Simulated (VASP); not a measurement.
# KMgF3 (P1) in VASP: single point with r2SCAN

Aim: the single point of KMgF3 with r2SCAN.

Program: VASP 6.6.1. These are calculated values, not measurements. Logs are shortened: lines on timing, memory, paths and dates and some standing lists are left out, and cuts for length are marked.

## Step 1: The structure

The typed cell holds 5 atoms: a = 3.934 Å, b = 3.935 Å, c = 3.927 Å, α = 90.01°, β = 90.11°, γ = 90.00°.

The cell was built by a generator and needn't be a form met in nature.

## Step 2: Single point, r2SCAN

POSCAR

```
KMgF3
1.0
    3.9344642400      0.0001394100     -0.0037700100
    0.0001394100      3.9350772400     -0.0005111700
   -0.0037700100     -0.0005111700      3.9269954100
K Mg F
1 1 3
Direct
    0.5036320000      0.4531320000      0.5304470000
    0.9949800000      0.9445700000      0.9671130000
    0.4587930000      0.9958790000      0.0172650000
    0.9752300000      0.4618980000      0.9900630000
    0.9818730000      0.9882340000      0.5096000000
```

INCAR.step1

```
SYSTEM = KMgF3
PREC     = Accurate       ! precision mode
ENCUT    = 520            ! plane-wave cutoff, eV
ISMEAR   = -1             ! smearing method
SIGMA    = 0.0156         ! smearing width, eV
LREAL    = .FALSE.        ! projectors in reciprocal space
LASPH    = .TRUE.         ! aspherical terms in the spheres
NELM     = 100            ! most SCF steps
NBANDS   = 24             ! bands
GGA      = PE             ! functional
ALGO     = Normal         ! electronic algorithm
EDIFF    = 1E-4           ! SCF threshold, eV
LWAVE    = .TRUE.         ! write WAVECAR
LCHARG   = .FALSE.        ! write CHGCAR
```

INCAR.step2

```
SYSTEM = KMgF3
PREC     = Accurate       ! precision mode
ENCUT    = 520            ! plane-wave cutoff, eV
EDIFF    = 1E-6           ! SCF threshold, eV
ISMEAR   = -1             ! smearing method
SIGMA    = 0.0156         ! smearing width, eV
LREAL    = .FALSE.        ! projectors in reciprocal space
LASPH    = .TRUE.         ! aspherical terms in the spheres
NELM     = 100            ! most SCF steps
ALGO     = Normal         ! electronic algorithm
ISIF     = 2              ! what is computed and relaxed
LWAVE    = .FALSE.        ! write WAVECAR
LCHARG   = .TRUE.         ! write CHGCAR
METAGGA  = R2SCAN         ! meta-GGA
LMIXTAU  = .TRUE.       
LELF     = .TRUE.         ! ELF
LVHAR    = .TRUE.       
NBANDS   = 24             ! bands
ISTART   = 1
```

KPOINTS

```
Automatic mesh
0
Gamma
  5 5 5
  0 0.5 0
```

Potentials or basis: VASP PAW PBE potentials, release 64 (K_sv, Mg, F).

The run is started by

```sh
$ cat potpaw_PBE.64/K_sv/POTCAR potpaw_PBE.64/Mg/POTCAR potpaw_PBE.64/F/POTCAR > POTCAR
$ cp INCAR.step1 INCAR
$ mpirun -np 1 vasp_std > vasp.out
$ cp INCAR.step2 INCAR
$ mpirun -np 1 vasp_std > vasp.out
```

OUTCAR:

```text
SYSTEM = KMgF3
   PREC = Accurate
   ENCUT = 520
   EDIFF = 1E-6
   ISMEAR = -1
   LREAL = .FALSE.
   LASPH = .TRUE.
   NELM = 100
   ISIF = 2
   METAGGA = R2SCAN
   ISTART = 1

 ion  position               nearest neighbor table
   1  0.504  0.453  0.530-   4 2.59   5 2.63   3 2.63   3 2.71   5 2.75   4 2.76   4 2.82   5 2.83
                             2 3.23   2 3.27   2 3.27   2 3.31   2 3.52   2 3.55   2 3.56   2 3.59
   2  0.995  0.945  0.967-   5 1.81   3 1.85   4 1.90   4 2.04   3 2.13   5 2.14   1 3.23   1 3.27
                             1 3.27   1 3.31   1 3.52   1 3.55   1 3.56   1 3.59
   3  0.459  0.996  0.017-   2 1.85   2 2.13   1 2.63   1 2.71
   4  0.975  0.462  0.990-   2 1.90   2 2.04   1 2.59   1 2.76   1 2.82
   5  0.982  0.988  0.510-   2 1.81   2 2.14   1 2.63   1 2.75   1 2.83

  LATTYP: Found a triclinic cell.
 ALAT       =     3.9269972529
 B/A-ratio  =     1.0019019101
 C/A-ratio  =     1.0020575575
 COS(alpha) =     0.0000709850
 COS(beta)  =     0.0002601030
 COS(gamma) =     0.0019182285

  Lattice vectors:

 A1 = (  -0.0037700100,  -0.0005111700,   3.9269954100)
 A2 = (  -3.9344642400,  -0.0001394100,   0.0037700100)
 A3 = (  -0.0001394100,  -3.9350772400,   0.0005111700)

Analysis of symmetry for initial positions (statically):
=====================================================================
 Subroutine PRICEL returns:
 Original cell was already a primitive cell.

 Routine SETGRP: Setting up the symmetry group for a
 triclinic supercell.

 Subroutine GETGRP returns: Found  1 space group operations
 (whereof  1 operations were pure point group operations)
 out of a pool of  2 trial point group operations.

The static configuration has the point symmetry C_1 .

Analysis of symmetry for dynamics (positions and initial velocities):
=====================================================================
 Subroutine PRICEL returns:
 Original cell was already a primitive cell.

 Routine SETGRP: Setting up the symmetry group for a
 triclinic supercell.

 Subroutine GETGRP returns: Found  1 space group operations
 (whereof  1 operations were pure point group operations)
 out of a pool of  2 trial point group operations.

The dynamic configuration has the point symmetry C_1 .

 Subroutine INISYM returns: Found  1 space group operations
 (whereof  1 operations are pure point group operations),
 and found     1 'primitive' translations

----------------------------------------------------------------------------------------

                                     Primitive cell

  volume of cell :      60.7993

  direct lattice vectors                    reciprocal lattice vectors
     3.934464240  0.000139410 -0.003770010     0.254164445 -0.000008973  0.000244003
     0.000139410  3.935077240 -0.000511170    -0.000008973  0.254124623  0.000033070
    -0.003770010 -0.000511170  3.926995410     0.000244003  0.000033070  0.254647850

  length of vectors
     3.934466049  3.935077276  3.926997253     0.254164563  0.254124625  0.254647969

  position of ions in fractional coordinates (direct lattice)
     0.503632000  0.453132000  0.530447000
     0.994980000  0.944570000  0.967113000
     0.458793000  0.995879000  0.017265000
     0.975230000  0.461898000  0.990063000
     0.981873000  0.988234000  0.509600000

  ion indices of the primitive-cell ions
   primitive index   ion index
                 1           1
                 2           2
                 3           3
                 4           4
                 5           5

----------------------------------------------------------------------------------------

 KPOINTS: Automatic mesh

Automatic generation of k-mesh.
 Grid dimensions read from file:
 generate k-points for:    5    5    5

 Generating k-lattice:

  Cartesian coordinates                     Fractional coordinates (reciprocal lattice)
     0.050832889 -0.000001795  0.000048801     0.200000000  0.000000000 -0.000000000
    -0.000001795  0.050824925  0.000006614     0.000000000  0.200000000  0.000000000
     0.000048801  0.000006614  0.050929570     0.000000000  0.000000000  0.200000000

  Length of vectors
     0.050832913  0.050824925  0.050929594

  Shift w.r.t. Gamma in fractional coordinates (k-lattice)
     0.000000000  0.500000000  0.000000000

 Subroutine IBZKPT returns following result:
 ===========================================

 Found     63 irreducible k-points:

 Following reciprocal coordinates:
            Coordinates               Weight
 -0.000000  0.100000 -0.000000      2.000000
  0.200000  0.100000  0.000000      2.000000
  0.400000  0.100000  0.000000      2.000000
 -0.400000  0.100000 -0.000000      2.000000
 -0.200000  0.100000 -0.000000      2.000000
  0.000000  0.300000 -0.000000      2.000000
[... 16 lines left out ...]
 -0.200000  0.300000  0.200000      2.000000
  0.000000  0.500000  0.200000      2.000000
 [... further k-points ...]
   k-points           NKPTS =     63   k-points in BZ     NKDIM =     63   number of bands    NBANDS=     24
   number of dos      NEDOS =    301   number of ions     NIONS =      5
   total plane-waves  NPLWV =  27000
   dimension x,y,z NGX =    30 NGY =   30 NGZ =   30
   dimension x,y,z NGXF=    60 NGYF=   60 NGZF=   60
   ions per type =               1   1   3
   NGX,Y,Z   is equivalent  to a cutoff of  12.68, 12.67, 12.70 a.u.
   NGXF,Y,Z  is equivalent  to a cutoff of  25.35, 25.35, 25.40 a.u.
 SYSTEM =  KMgF3
   PREC   = accura    normal or accurate (medium, high low for compatibility)
   ISTART =      1    job   : 0-new  1-cont  2-samecut
   ICHARG =      0    charge: 1-file 2-atom 10-const
   ISPIN  =      1    spin polarized calculation?
   LNONCOLLINEAR =      F non collinear calculations
   LSORBIT =      F    spin-orbit coupling
   LASPH  =      T    aspherical Exc in radial PAW
   ENCUT  =  520.0 eV  38.22 Ry    6.18 a.u.   7.32  7.32  7.30*2*pi/ulx,y,z
   NELM   =    100;   NELMIN=  2; NELMDL=  0     # of ELM steps
   EDIFF  = 0.1E-05   stopping-criterion for ELM
   LREAL  =      F    real-space projection
   EDIFFG = 0.1E-04   stopping-criterion for IOM
   NSW    =      0    number of steps for IOM
   IBRION =     -1    ionic relax: 0-MD 1-quasi-New 2-CG
   NFREE  =      0    steps in history (QN), initial steepest desc. (CG)
   ISIF   =      2    stress and relaxation
   ISYM   =      2    0-nonsym 1-usesym 2-fastsym
   POTIM  = 0.5000    time-step for ionic-motion
   TEBEG  =    0.0;   TEEND  =   0.0 temperature during run
   PSTRESS=    0.0 pullay stress
   NELECT =      32.0000    total number of electrons
   NUPDOWN=      -1.0000    fix difference up-down
   EMIN   =  10.00;   EMAX   =-10.00  energy-range for DOS
   EFERMI =   0.00;   METHOD = LEGACY
   ISMEAR =    -1;   SIGMA  =   0.02  broadening in eV -4-tet -1-fermi 0-gaus
   EFERMI_NEDOS =   21; number of points for ismear=-14 and -15
   IALGO  =     38    algorithm
   IMIX   =      4    mixing-type and parameters
     AMIX     =   0.40;   BMIX     =  1.00
     AMIX_MAG =   1.60;   BMIX_MAG =  1.00
  volume/ion in A,a.u.               =      12.16        82.06
  Fermi-wavevector in a.u.,A,eV,Ry     =   1.321778  2.497798 23.770701  1.747097
  Thomas-Fermi vector in A             =   2.451507
   LORBIT       =      0    0 simple, 1 ext, 2 COOP (PROOUT), +10 PAW based schemes
   METAGGA = R2SCAN    functional components
   LHFCALC =     F    Hartree Fock is set to
   AEXX    =    0.0000 exact exchange contribution
   IVDW    =     0    specifies the selected vdW correction
   LEPSILON=     F    determine dielectric tensor
   LRPA    =     F    only Hartree local field effects (RPA)
 non-spin polarized calculation
  energy-cutoff  :      520.00
  volume of cell :       60.80
 maximum number of plane-waves:      1654
 NGX is ok and might be reduce to    30
   NGX = 15   NGY = 15   NGZ = 15

 number of electron      32.0000005 magnetization

 Free energy of the ion-electron system (eV)
  ---------------------------------------------------
  ext. energy  EPLUGINS =         0.00000000
  ---------------------------------------------------
  free energy    TOTEN  =       -36.99183489 eV

  energy without entropy =      -36.99183489  energy(sigma->0) =      -36.99183489

 E-fermi :  -1.6980     XC(G=0): -10.4071

 val. band max:       -2.0434206684   @ k =   0.4000   0.5000   0.4000
 cond. band min:       6.6646940121   @ k =  -0.0000   0.1000  -0.0000
 fundamental gap:      8.7081146806
 Fermi energy:        -1.6980309722

 k-point     1 :      -0.0000    0.1000   -0.0000
  band No.  band energies     occupation
      1     -28.5182      2.00000
      2     -23.3597      2.00000
      3     -22.7135      2.00000
      4     -22.6562      2.00000
      5     -11.2626      2.00000
      6     -11.2514      2.00000
[... 16 lines left out ...]
     23      13.3935      0.00000
     24      16.4978      0.00000

 k-point     2 :       0.2000    0.1000    0.0000
  band No.  band energies     occupation
      1     -28.5051      2.00000
      2     -23.3247      2.00000
      3     -22.7169      2.00000
      4     -22.6989      2.00000
      5     -11.2725      2.00000
      6     -11.2251      2.00000
[... 16 lines left out ...]
     23      13.3891      0.00000
     24      16.1713      0.00000

 k-point     3 :       0.4000    0.1000    0.0000
  band No.  band energies     occupation
      1     -28.4836      2.00000
      2     -23.2556      2.00000
      3     -22.8006      2.00000
      4     -22.7027      2.00000
      5     -11.2470      2.00000
      6     -11.2091      2.00000
[... 16 lines left out ...]
     23      13.4220      0.00000
     24      15.3956      0.00000
[... 514 lines left out ...]
 k-point    23 :      -0.2000    0.3000    0.2000
  band No.  band energies     occupation
      1     -28.4772      2.00000
      2     -23.1928      2.00000
      3     -22.8088      2.00000
      4     -22.7335      2.00000
      5     -11.3089      2.00000
      6     -11.2861      2.00000
[... 16 lines left out ...]
     23      13.8054      0.00000
     24      15.1667      0.00000

 k-point    24 :       0.0000    0.5000    0.2000
  band No.  band energies     occupation
      1     -28.4752      2.00000
      2     -23.1685      2.00000
      3     -22.8704      2.00000
      4     -22.7062      2.00000
      5     -11.2806      2.00000
      6     -11.2271      2.00000
[... 16 lines left out ...]
     23      13.5609      0.00000
     24      14.8560      0.00000

 [... further k-points ...]

------------------------ aborting loop because EDIFF is reached ----------------------------------------

  FORCE on cell =-STRESS in cart. coord.  units (eV):
  Direction    XX          YY          ZZ          XY          YZ          ZX
  --------------------------------------------------------------------------------------
  -------------------------------------------------------------------------------------
  Total        2.1721113      1.3807699      2.8482085      0.1151694     -0.3006987      0.5103641
  in kB       57.2392325     36.3858939     75.0556716      3.0349321     -7.9239775     13.4490581
  external PRESSURE =      56.2269327 kB  Pullay stress =       0.0000000 kB

 VOLUME and BASIS-vectors are now :
 -----------------------------------------------------------------------------
  energy-cutoff  :      520.00
  volume of cell :       60.80
      direct lattice vectors                 reciprocal lattice vectors
     3.934464240  0.000139410 -0.003770010     0.254164445 -0.000008973  0.000244003
     0.000139410  3.935077240 -0.000511170    -0.000008973  0.254124623  0.000033070
    -0.003770010 -0.000511170  3.926995410     0.000244003  0.000033070  0.254647850

 POSITION                                       TOTAL-FORCE (eV/Angst)
 -----------------------------------------------------------------------------------
      1.97959      1.78291      2.08093        -0.287334      0.166933     -0.537724
      3.91120      3.71660      3.79361        -1.145280      0.777863      2.128559
      1.80518      3.91892      0.06556         1.547108     -0.528028     -0.102630
      3.83334      1.81723      3.88406        -0.000764     -0.006675      0.181319
      3.86136      3.88865      1.99699        -0.113730     -0.410094     -1.669523
 -----------------------------------------------------------------------------------
    total drift:                               -0.004859      0.010263      0.004687

  FREE ENERGIE OF THE ION-ELECTRON SYSTEM (eV)
  ---------------------------------------------------
  free  energy   TOTEN  =       -36.9918348906 eV

  energy  without entropy=      -36.9918348906  energy(sigma->0) =      -36.99183489
```

Run time: 5.2 min. Hardware: 1 thread of Intel Xeon Platinum 8259CL at 2.50GHz (Skylake/Cascade Lake), shared host; peak memory 0.22 GiB.

Results:

| Quantity | Value |
| --- | --- |
| Free energy | -36.9918 eV |
| Pressure | 5.6 GPa |
| Largest force | 2.539 eV/Å |
| Band gap on the k mesh | 8.71 eV, indirect (least direct gap 9.00 eV) |

Forces on the atoms (eV/Å):
```
K   -0.287  0.167 -0.538
Mg  -1.145  0.778  2.129
F    1.547 -0.528 -0.103
F   -0.001 -0.007  0.181
F   -0.114 -0.410 -1.670
```

Caveat: the PAW data sets were made with another functional, which shifts forces and pressure a little. A k mesh can miss the band edges.
